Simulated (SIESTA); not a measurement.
Input of a SIESTA 5.4.2 run:

File MgS.fdf:

```
SystemName                      Niningerite
SystemLabel                     MgS
NumberOfSpecies                 2
NumberOfAtoms                   2
%block ChemicalSpeciesLabel
  1  16 S
  2  12 Mg
%endblock ChemicalSpeciesLabel

LatticeConstant                 1.0 Ang
%block LatticeVectors
     0.0000000000     2.6016500000     2.6016500000
     2.6016500000     0.0000000000     2.6016500000
     2.6016500000     2.6016500000     0.0000000000
%endblock LatticeVectors
AtomicCoordinatesFormat         Ang
%block AtomicCoordinatesAndAtomicSpecies
     2.6016500000     2.6016500000     2.6016500000  1
     0.0000000000     0.0000000000     0.0000000000  2
%endblock AtomicCoordinatesAndAtomicSpecies

%block kgrid.MonkhorstPack
    9   0   0  0.0
    0   9   0  0.0
    0   0   9  0.0
%endblock kgrid.MonkhorstPack
XC.Functional                   GGA
XC.Authors                      PBE
PAO.BasisSize                   DZP
PAO.EnergyShift                 0.003 Ry
Mesh.Cutoff                     800 Ry
OccupationFunction              FD
ElectronicTemperature           0.05 eV
MaxSCFIterations                120
SCF.MustConverge                false
SCF.Mixer.Method                Pulay
SCF.Mixer.Weight                0.25
SCF.Mixer.History               8
SCF.DM.Tolerance                5.0e-05
SCF.H.Tolerance                 1.0e-03 eV
WriteForces                     true
Charge.Mulliken                 end
Charge.Hirshfeld                end
Charge.Voronoi                  end
SaveRho                         true
SaveElectrostaticPotential      true
MD.TypeOfRun                    Broyden
MD.Steps                        40
MD.MaxForceTol                  0.01 eV/Ang
MD.MaxDispl                     0.1 Ang
WriteCoorStep                   true
AtomCoorFormatOut               Fractional
MD.VariableCell                 true
MD.MaxStressTol                 0.1 GPa
Target.Pressure                 5 GPa
%block PAO.Basis
  Mg 4
  n=2 0 2
    2.604 0.000
  n=3 0 2
    8.245 0.000
  n=2 1 2
    2.943 0.000
  n=3 1 1
    8.245
%endblock PAO.Basis
```

Potentials or basis: PseudoDojo 0.4 standard (PBE files), DZP (energy shift 0.003 Ry; two zetas on semicore shells).

Run with:

```bash
$ siesta MgS.fdf > MgS.out 2>&1
```

(1) What does it give for the relaxed volume?

(2) Estimate the Voronoi charges.

(3) Estimate the space group after relaxing (to 0.05 Å).

(4) What does it give for the band gap on the k mesh?

Answers

(1) 17.29 Å³/atom.

(2) S -0.40; Mg +0.40 e.

(3) Fm-3m (No. 225).

(4) 2.89 eV, indirect (least direct gap 3.92 eV).

Caveat: an odd mesh through Γ misses points on the zone boundary, where band edges often lie; the basis of atomic orbitals isn't converged, which shifts pressures, moduli and gaps.
